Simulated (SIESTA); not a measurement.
Crystal: Sn.

```
Sn
1.0
    -1.89465    1.89465    1.89465
     1.89465   -1.89465    1.89465
     1.89465    1.89465   -1.89465
Sn
1
Cartesian
  0.0000 0.0000 0.0000
```

This isn't the form of Sn at room conditions, which is tetragonal (white tin).

| Item | Value |
| --- | --- |
| Program | SIESTA 5.4.2 |
| Task | relaxation of cell and atoms |
| Functional | PBE |
| Potentials or basis | PseudoDojo 0.4 standard (PBE files) |
| Basis | SZ (energy shift 0.003 Ry) |
| Grid cutoff | 500 Ry |
| Energy shift | 0.003 Ry |
| k mesh | 7 × 7 × 7 |
| Occupations | fermi-dirac, width 0.05 eV |
| Spin | no spin polarisation |

At the start: pressure 7.5 GPa; volume 27.20 Å³/atom.

Problem. How do energy, volume and symmetry change on relaxing?

Solution. Over 5 steps the energy falls by 74.6 meV/atom and the volume is 30.89 Å³/atom (+13.5 %); space group Im-3m (No. 229, to 0.05 Å).

Step by step:
```
step  energy change (eV)  largest force (eV/Å)  pressure (GPa)  volume (Å³)
   1              0.0000                0.0000            7.46        27.20
   2             -0.0371                0.0000            4.96        28.16
   3             -0.0693                0.0000            1.74        29.73
   4             -0.0728                0.0000           -0.84        31.50
   5             -0.0746                0.0000            0.02        30.89
```

Final structure:
```
Sn
1.0
    -1.97673    1.97661    1.97661
     1.97661   -1.97673    1.97661
     1.97661    1.97661   -1.97673
Sn
1
Direct
  0.00000 0.00000 0.00000
```

Caveat: the basis has no polarisation orbitals; the basis of atomic orbitals isn't converged, which shifts pressures, moduli and gaps.
